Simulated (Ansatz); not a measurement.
The system is MoS2.

```
Mo S
1.0
     3.22746    0.00000    0.00000
    -1.61373    2.79507    0.00000
     0.00000    0.00000    6.31247
Mo S
1 2
Cartesian
  0.0000 0.0000 3.1562
  1.6137 0.9317 4.7008
  0.0000 1.8634 1.6117
```

Measurements of this composition are mostly on another form, of space group No. 194.

* Program: Ansatz 0.2.0
* Task: relaxation of cell and atoms
* Functional: PBE0
* Potentials or basis: Ansatz PAW
* Cutoff: 420 eV (not typed: the program's choice for these potentials)
* k mesh: 6 × 6 × 4
* Occupations: fermi-dirac, width 0.05 eV
* Spin: no spin polarisation

At the start: volume 18.98 Å³/atom.

Q: Where does the relaxation end?

A: It ends after 13 steps and the volume is 20.53 Å³/atom (+8.1 %); space group P-3m1 (No. 164, to 0.05 Å).

Step by step:
| step | energy change (eV) | largest force (eV/Å) | volume (Å³) |
| --- | --- | --- | --- |
| 1 | 0.0000 | 0.2379 | 56.94 |
| 2 | -0.0155 | 0.1109 | 54.52 |
| 3 | -0.0355 | 0.0155 | 56.74 |
| 4 | -0.0382 | 0.0387 | 57.62 |
| 5 | -0.0408 | 0.0430 | 59.17 |
| 6 | -0.0411 | 0.0275 | 59.74 |
| 7 | -0.0412 | 0.0012 | 60.12 |
| 8 | -0.0422 | 0.0007 | 60.12 |
| 9 | -0.0424 | 0.0079 | 60.77 |
| 10 | -0.0424 | 0.0064 | 61.39 |
| 11 | -0.0424 | 0.0001 | 61.45 |
| 12 | -0.0424 | 0.0006 | 61.58 |
| 13 | -0.0426 | 0.0006 | 61.58 |

Final structure:
```
Mo S
1.0
     3.16230    0.00000    0.00000
    -1.58115    2.73863    0.00000
     0.00000    0.00000    7.11068
Mo S
1 2
Direct
  0.00000 0.00000 0.50000
  0.66667 0.33333 0.71980
  0.33333 0.66667 0.28020
```

Caveat: the k mesh is coarse (spacing up to 0.37 Å⁻¹), so the values aren't converged, least of all with exact exchange; the plane-wave basis is chosen anew once the cell has moved, so the energies of steps on either side of that aren't comparable; this functional lacks dispersion, which binds the layers, so the pressure and a relaxed spacing across them are unreliable; the PAW data sets come from PBE, with cores solved anew for the run's functional, which leaves a small shift of forces and pressure.
